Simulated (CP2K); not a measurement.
Runs of CP2K 2026.2 on CsPbCl3. Symmetry: Pm-3m, No. 221, cubic system. Conventional cell: a = 5.605 Å, b = 5.605 Å, c = 5.605 Å, α = 90.00°, β = 90.00°, γ = 90.00°. Around Pb (site symmetry m-3m) lie 6 Cl at 2.80 Å. Cs (site symmetry m-3m) has 12 Cl at 3.96 Å as nearest neighbours. Cl (site symmetry 4/mmm) is surrounded by 2 Pb at 2.80 Å. 

| level | potentials or basis | spin | smearing | EPS_DEFAULT | k points reduced by the point group | NGRIDS | points a segment of the path (NPOINTS) | bands added on the path | pressure (GPa) |
| --- | --- | --- | --- | --- | --- | --- | --- | --- | --- |
| PBE | POTENTIAL_UZH Pb GTH-PBE-q4, Cs GTH-PBE-q9, Cl GTH-PBE-q7; TZVP-MOLOPT-PBE-GTH basis | off | fermi-dirac 0.0259 eV | 1.0E-9 | yes | 5 | 8 | 2 | 2.1 |
| r2SCAN | POTENTIAL_UZH Pb GTH-SCAN-q4, Cs GTH-SCAN-q9, Cl GTH-SCAN-q7; TZVP-MOLOPT-SCAN-GTH basis | off | fermi-dirac 0.05 eV | 1.0E-10 | yes | 5 | 6 | 4 | 0.6 |
| LDA | GTH_POTENTIALS Pb GTH-PADE-q4, Cs GTH-PADE-q9, Cl GTH-PADE-q7; TZVP-MOLOPT-PBE-GTH basis | off | fermi-dirac 0.05 eV | 1.0E-9 | yes | 4 | 10 | 2 | (b) |
| PBEsol | POTENTIAL_UZH Pb GTH-PBE-q4, Cs GTH-PBE-q9, Cl GTH-PBE-q7; TZVP-MOLOPT-PBE-GTH basis | off | fermi-dirac 0.01 eV | 1.0E-9 | yes | 5 | 10 | 2 | 1.0 |
| PBE | GTH_SOC_POTENTIALS Pb GTH-PBE-q4, Cs GTH-PBE-q9, Cl GTH-PBE-q7; TZVP-MOLOPT-PBE-GTH basis | SOC, no magnetisation | fermi-dirac 0.0259 eV | 1.0E-9 | - | 5 | 6 | 2 | (a) |

Alike in all rows: task band structure; cell as given; k mesh 5 × 5 × 5.

**Question.** Fill in the values left out.

**Answer.** (a) 1.7; (b) -1.5.

Caveats: the basis of atomic orbitals isn't converged, which shifts pressures, moduli and gaps; the potentials were made for another functional, which shifts forces and pressure (some runs).
